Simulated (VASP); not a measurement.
# TaN: single point with PBEsol

The system is TaN.

```
Ta N
1.0
     0.00000    2.17900    2.17900
     2.17900    0.00000    2.17900
     2.17900    2.17900    0.00000
Ta N
1 1
Direct
  0.50000 0.50000 0.50000
  0.00000 0.00000 0.00000
```

```yaml
Program: VASP 6.6.1
Task: single point
Functional: PBEsol
Potentials_or_basis: VASP PAW PBE potentials, release 64 (Ta_pv, N)
Cutoff: 520 eV
k_mesh: 7 × 7 × 7
Occupations: gaussian, width 0.05 eV
Spin: collinear spin, ferromagnetic start
Starting_moments: "[0.5, 0.0] μB"
```

```json
{"Pressure": "5.4 GPa", "Band gap on the k mesh": "none (metal or under the smearing width)", "Net moment": "0.00 μB per cell", "Valence electrons inside the program's atomic spheres": "Ta 9.01; N 3.78"}
```

Levels at points of the mesh, in eV from the Fermi level:
Spin up:
| k point | band 5 | band 6 | band 7 | band 8 | band 9 | band 10 | band 11 | band 12 |
| --- | --- | --- | --- | --- | --- | --- | --- | --- |
| (0.00, 0.00, 0.00) | -3.82 | -3.82 | -3.82 | -2.21 | -2.21 | -2.21 | 0.02 | 1.81 |
Spin down:
```csv
k point,band 5,band 6,band 7,band 8,band 9,band 10,band 11,band 12
"(0.00, 0.00, 0.00)",-3.82,-3.82,-3.82,-2.21,-2.21,-2.21,0.02,1.81
```

Run time: 13 s on 1 thread of Intel(R) Xeon(R) Platinum 8259CL CPU @ 2.50GHz (Skylake/Cascade Lake), with other jobs on the host, peak memory 0.15 GiB.

Caveat: the PAW data sets were made with another functional, which shifts forces and pressure a little. The run has no spin-orbit coupling, so splittings on Ta are missing.
